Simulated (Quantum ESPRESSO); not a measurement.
**PtS2 and the effect of the Hubbard U on Pt d**

```yaml
crystal:
  lattice:
    - [3.54320, 0.00000, 0.00000]
    - [-1.77160, 3.06850, 0.00000]
    - [0.00000, 0.00000, 5.03880]
  atoms:
    - { symbol: Pt, position: [0.00000, 0.00000, 0.00000] }
    - { symbol: S, position: [0.66667, 0.33333, 0.77300] }
    - { symbol: S, position: [0.33333, 0.66667, 0.22700] }
```

Kept alike: task Hubbard U by linear response; functional PBEsol; k mesh 6 × 6 × 4; occupations fermi-dirac, width 0.05 eV; no spin polarisation. Program: Quantum ESPRESSO, GBRV 1.5 PBEsol, cutoff 612 eV. The mesh is that of the run's cell of 3 atoms. No spin-orbit coupling.

| Hubbard U on Pt d, U (eV) | band gap (eV) |
| --- | --- |
| 0.0001 | 0.903 |
| 2 | 0.937 |
| 4 | 0.888 |
| 6 | 0.818 |
| 8 | 0.743 |

U acts here on a shell without spin polarisation. How U acts hangs on the program's projectors. A gap read on the mesh alone can miss an edge between its points.

The band gap runs from 0.743 (8) to 0.937 eV (2).

The gap responds weakly and non-monotonically to U: it rises from 0.903 to 0.937 eV at U = 2 eV, then falls at every further step, to 0.743 eV at 8 eV. It is already open at negligible U, as expected for a band insulator with octahedral, low-spin d6 Pt(IV), where filled t2g-derived states and S p states lie below empty Pt–S antibonding eg states. This is not a Mott gap, which would be expected to widen strongly with U.

The later decline probably reflects covalency. Sigma donation from sulfur gives the formally empty eg orbitals a sizeable d occupation, so U can lower them instead of pushing them up. The initial rise would fit a downward shift of t2g weight at the valence edge, which loses its effect once S p states dominate there. Orbital-projected bands would be needed to test this assignment. The scan shows how sensitive the gap is to U but does not single out an appropriate value, and a larger U cannot be assumed to correct an underestimated gap here.
